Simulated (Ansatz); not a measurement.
**LiH: excitons and shallow donors from band masses and screening**

Theory: DFT PBE, scalar-relativistic, plane waves, PAW (Ansatz).

Plane waves to 420 eV, a k mesh through Γ of 10×10×10 on the computed 2-atom cell and Gaussian smearing (0.02 eV); no spin polarisation.

Relaxed cell: Fm-3m, a = 4.007 Å, b = 4.007 Å, c = 4.007 Å, α = 90.00°, β = 90.00°, γ = 90.00°, 2 atoms in the primitive cell.

The calculation gives a Kohn–Sham gap of 2.98 eV, an electron mass of 0.29 mₑ and a hole mass of 0.418 mₑ (harmonic means over x, y, z and over the bands degenerate at each edge), and ε∞ = 4.43 (independent particles, mean of the diagonal). The masses depend on direction at the band edges, which the isotropic model averages.

**Question.** Estimate the binding energy and radius of a Wannier–Mott exciton and of a shallow donor, and say whether the hydrogenic model can hold.

**Answer.** The reduced mass is μ = mₙmₕ/(mₙ + mₕ) = 0.171 mₑ, with mₙ and mₕ the band masses. With E_b = 13.606 eV × μ/ε² and a = 0.529 Å × ε/μ (μ in mₑ) the exciton has E_b = 119 meV and a = 13.7 Å. For a donor μ is the electron mass: 201 meV and 8.1 Å. The exciton's radius is 5 times the shortest lattice vector (2.83 Å), so the continuum picture is reasonable. In a polar crystal the ions screen too, so a state bound more weakly than an optical phonon feels the larger static constant, which lowers the energy and widens the orbit. The other way, the small Kohn–Sham gap and the missing local fields make ε∞ too large and the masses tend to be too light, which underbinds.